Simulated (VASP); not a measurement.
Here is a VASP 6.6.1 calculation.

File INCAR:

```
ALGO     = Normal         # electronic algorithm
EDIFF    = 1E-7           # SCF threshold, eV
EDIFFG   = -0.005         # ionic threshold
ENCUT    = 600            # plane-wave cutoff, eV
GGA      = PS             # functional
IBRION   = 2              # ionic algorithm
ISIF     = 3              # what is computed and relaxed
ISMEAR   = 1              # smearing method
LASPH    = True           # aspherical terms in the spheres
LCHARG   = False          # write CHGCAR
LREAL    = False          # projectors in reciprocal space
LWAVE    = False          # write WAVECAR
NELM     = 80             # most SCF steps
NSW      = 90             # ionic steps
PREC     = Accurate       # precision mode
SIGMA    = 0.1            # smearing width, eV
```

File KPOINTS:

```
k-points
0
Gamma
  12 12 12
```

File POSCAR:

```
Si2Ni                                   
1.0
    0.0000000000      2.6946366601      2.6946366601
    2.6946366601      0.0000000000      2.6946366601
    2.6946366601      2.6946366601     -0.0000000000
  Si              Ni            
     2     1
Direct
     0.2500000000000000    0.2500000000000000    0.2500000000000000
     0.7500000000000000    0.7500000000000000    0.7500000000000000
     0.0000000000000000    0.0000000000000000    0.0000000000000000
```

Potentials or basis: VASP PAW PBE potentials, release 64 (Si, Ni).

Command:

```sh
$ cat potpaw_PBE.64/Si/POTCAR potpaw_PBE.64/Ni/POTCAR > POTCAR
$ mpirun -np 1 vasp_std > vasp.out
```

Q: Estimate the band gap on the k mesh.

A: None (metal or under the smearing width).

Final structure:
```
Si Ni
1.0
     0.00000    2.69464    2.69464
     2.69464    0.00000    2.69464
     2.69464    2.69464    0.00000
Si Ni
2 1
Direct
  0.25000 0.25000 0.25000
  0.75000 0.75000 0.75000
  0.00000 0.00000 0.00000
```

Caveat: the relaxation stopped at its first step, so nothing moved. Spin polarisation is off, so any magnetic state and its effect on volume and gap are missing.
